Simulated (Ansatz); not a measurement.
# NaH under changes of volume

One of the cells (14.527 Å³/atom); the others are scaled copies at fixed shape and fractional positions:

```
Na H
1.0
     0.00000    2.44000    2.44000
     2.44000    0.00000    2.44000
     2.44000    2.44000    0.00000
Na H
1 1
Cartesian
  0.0000 0.0000 0.0000
  2.4400 2.4400 2.4400
```

```yaml
Program: Ansatz 0.2.0
Functional: PBE
Potentials_or_basis: Ansatz PAW
Cutoff: "420 eV (not typed: the program's choice for these potentials)"
k_mesh: 9 × 9 × 9
Occupations: fermi-dirac, width 0.05 eV
Spin: no spin polarisation
```

```csv
volume (Å³/atom),energy over the lowest point (meV/atom),pressure (GPa),gap on the mesh (eV)
13.655,0.99,0.8,4.13
13.946,0.03,0.3,4.09
14.236,0.00,-0.2,4.05
14.527,0.80,-0.7,4.01
14.817,2.34,-1.0,3.97
15.108,?,?,?
15.398,7.44,-1.7,3.90
```

Q: What does the run at 15.108 Å³/atom give?

A: Energy over the lowest point 4.58 meV/atom; pressure -1.4 GPa; gap on the mesh 3.94 eV.

Worked out: A Birch-Murnaghan fit of order 3 (a polynomial in V^(-2/3)) to the other rows has its minimum at 14.10 Å³/atom with B0 = V·E''(V) = 23 GPa and B' = 3.7. It gives 4.58 meV/atom at 15.108 Å³/atom, against the run's 4.58, and -dE/dV = -1.4 GPa, against -1.4. A straight line through the other rows of the gap, of slope -1.93 eV per unit of ln V, gives 3.93 eV, against the run's 3.94.

Energies are extrapolated to zero smearing.

Caveats: odd divisions of the mesh miss points on the zone boundary, where band edges often lie, so the gap on the mesh can be too wide.

A mesh can miss the band edges.
